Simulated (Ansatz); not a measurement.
This log comes from Ansatz, run on MoTe2 (CdI2 type). The geometry is the r2SCAN+rVV10 minimum.

The cell:
```cif
data_structure
_symmetry_space_group_name_H-M 'P 1'
_symmetry_Int_Tables_number 1
_cell_length_a 3.5195
_cell_length_b 3.5195
_cell_length_c 7.2145
_cell_angle_alpha 90.000
_cell_angle_beta 90.000
_cell_angle_gamma 120.000
_cell_volume 77.39
loop_
_atom_site_label
_atom_site_type_symbol
_atom_site_fract_x
_atom_site_fract_y
_atom_site_fract_z
_atom_site_occupancy
Mo1 Mo 0.00000 0.00000 0.00000 1
Te1 Te 0.33333 0.66667 0.25342 1
Te2 Te 0.66667 0.33333 0.74658 1
```

Output, abridged:
```
scf.n_extra_bands = 4 over 23 filled bands (N_el = 46.0): the run solves 27 bands
Functional definition: PBE
Crystal: 3 atoms, lattice volume = 77.390 Å³
Basis set: ecut = 420 eV, 1519 PW (Γ)
Symmetry: 12 space group operations
Space group: P-3m1 (ITA 164)
k-points: 69 of 576
preconditioner: auto → LDOS  [σ=0.020 eV  ℏωp=17.9 eV  β→1.0]
Free energy (F): -18916.200624 eV
Internal energy: -18916.199149 eV  (E = F + TS)
E sigma→0 (E₀):  -18916.199886 eV
Entropy (-TS):   -0.001474 eV (-0.491 meV/atom)
Fermi energy:    12.483543 eV
--- Forces (eV/Å), atoms counted from 1 ---
  atom   1  Mo      0.00000      0.00000      0.00000
  atom   2  Te      0.00000      0.00000      0.22132
  atom   3  Te      0.00000      0.00000    -0.22132
--- Stress (GPa, compression-positive) ---
        1.314701       0.000000       0.000000
        0.000000       1.314701       0.000000
        0.000000       0.000000       2.904128
  P = ⅓ Tr σ = 1.8445 GPa (18.445 kbar)
--- Band table (eV; the first three rows and the last of 69) ---
  k-point 0: bands = […, 9.8664, 9.8664, 10.8615, 11.0636, 11.6331, 11.6331, 13.7940, 13.7940, 15.8768, 15.8768]
  k-point 1: bands = […, 9.7293, 9.8728, 9.8728, 11.6320, 11.6320, 11.6377, 13.7269, 13.7269, 15.9884, 15.9884]
  k-point 2: bands = […, 8.7807, 9.8793, 9.8793, 11.6308, 11.6308, 11.8090, 13.6645, 13.6645, 16.0974, 16.0974]
  k-point 68: bands = […, 7.5212, 7.5212, 8.5376, 9.3413, 9.3413, 12.3979, 12.3979, 12.9861, 15.2906, 15.2906]
```

**Question.** Which of these blocks stood in the input: relax, gw, phonons, dielectric, magnetization (spin_orbit)?

**Answer.** None of them. A single point prints forces and stress when the output block asks for them.

**Question.** Which k mesh was typed?

**Answer.** 12×12×4, Γ-centred. This is one of several that fit.

**Question.** How were the bands filled?

**Answer.** With smearing of width σ = 0.02 eV (Fermi-Dirac in this run).

PBE gives no gap: the lowest nominally empty band dips 0.58 eV below the top of the last filled one (its bottom at H–A (0.30 of the way from H), the top at K), so the cell is a metal or semimetal at this level.

Command: `ansatz run input.yaml --threads 2 --pin off --max-ram 2211MiB --backend cpu --events-out ev --progress --plain --runs-dir out`.

**Question.** It took 6.2 s on 2 threads of Arm Neoverse V1 (shared host), load about 0.6 per core. What peak of host memory did it reach?

**Answer.** About 0.41 GiB.

Simulation only: spin-unpolarised, and no claim that this is the phase found in nature.

No spin-orbit coupling is included; it can move band edges with weight on the heavy atoms by tenths of an eV.
